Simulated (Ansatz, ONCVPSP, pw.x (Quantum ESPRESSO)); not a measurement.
**Equation-of-state test of one ONCV potential (Os)**

Os (Z = 76), optimised norm-conserving Vanderbilt (ONCV), made with ONCVPSP 4.0.1.1 (patched build) (PBE, scalar-relativistic). Core [Kr] 4d10 4f14, reference 5s2 5p6 5d6 6s2. Waves: 5s+6s: rc 1.50 bohr, ncon 3, nbas 7, qcut 7.4 1/bohr, 2 projectors; 5p: rc 1.60 bohr, ncon 4, nbas 8, qcut 6.6 1/bohr, 2 projectors, debl 0.7 Ha; 5d: rc 2.45 bohr, ncon 4, nbas 9, qcut 5.5 1/bohr, 1 projector. Local part: polynomial inside 1.40 bohr (lpopt 5, dvloc0 6 Ha). Core correction: Teter function, fcfact 1.75, rcfact 1.35.

In the p channel the program set the typed energies aside and used -1.868, 0.250 Ha.

Crystal test: bcc Os in pw.x 7.5, no spin, 15³ k-points, Fermi–Dirac smearing 0.01 Ry, cutoffs 60/240 Ry. The reference is all-electron LAPW (Ansatz 0.2.0) with the same functional, mesh and smearing; V0 and B0 come from Birch–Murnaghan fits to the pressures at five volumes. Errors are pseudo minus all-electron; Δ is the rms difference of the E(V) curves that follow from these fits, minima aligned, over ±6 % about the mean V0. Mesh and smearing are coarse, so the numbers serve the comparison and aren't converged zero-temperature values; the lattice is a test structure that the element need not adopt.

```csv
V (Å³/atom),P all-electron (GPa),P pseudo (GPa)
14.054,20.14,18.97
14.424,9.33,8.32
14.794,-0.02,-0.90
15.164,-8.10,-8.88
15.534,-15.08,-15.77
```

All-electron: a0 = 3.093 Å (V0 = 14.79 Å³/atom), B0 = 347.4 GPa.

Pseudopotential: mean pressure error (GPa): -0.91; a0 (Å): 3.090; a0 error (%): -0.09; B0 error (%): -0.1; Δ (meV/atom): 2.9.

Task: At the middle volume, how do free energy and pressure move when the wave cutoff is lowered (ecutrho kept at four times it)?

Result:

```json
{"cutoff (Ry)": "27", "shift of F (meV/atom)": "+2379.8", "shift of P (GPa)": "-74.84"}
{"cutoff (Ry)": "36", "shift of F (meV/atom)": "+447.1", "shift of P (GPa)": "-24.92"}
{"cutoff (Ry)": "48", "shift of F (meV/atom)": "+15.2", "shift of P (GPa)": "-1.61"}
```

The run at the middle volume (120 k-points, 7 iterations) took about 10 s on one core of a shared host (Neoverse-V2, 96 threads, 742 GiB, load 60).
